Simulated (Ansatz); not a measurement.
# Evanescent states of NaBr (Fm-3m, rock salt, 2 atoms a cell, 26.0 Å³ an atom) along the normal of (110)

Method: r2SCAN (plane waves, PAW; Ansatz, an electronic-structure program).

The gap is the functional's own, uncorrected, and κ follows it; spin-orbit coupling is left out. Mid-gap means the computed energy nearest the middle.

Energies count from the valence-band top; κ is the least over a 8×6 mesh across the current.

```
E (eV)  κ (1/Å)  where
------  -------  -----
0.12      0.112      Γ
0.34      0.185      Γ
0.57      0.229      Γ
0.81      0.260      Γ
1.03      0.283      Γ
1.26      0.300      Γ
1.50      0.313      Γ
1.73      0.322      Γ
1.96      0.328      Γ
2.19      0.331      Γ
2.42      0.332      Γ
2.65      0.330      Γ
2.88      0.325      Γ
3.10      0.318      Γ
3.33      0.309      Γ
3.56      0.296      Γ
3.79      0.280      Γ
4.03      0.260      Γ
4.25      0.235      Γ
4.49      0.202      Γ
4.71      0.157      Γ
4.95      0.082      Γ
```

Problem. How thick must the barrier be to attenuate the transmission by 10^8 when the electrodes' Fermi level lies at 0.34 eV, and what attenuation does that film give at 1.73 eV?

Solution. d = 8 ln 10 / (2 × 0.185) = 49.8 Å. At 1.73 eV it gives 8 × 0.322/0.185 = 13.9 decades.
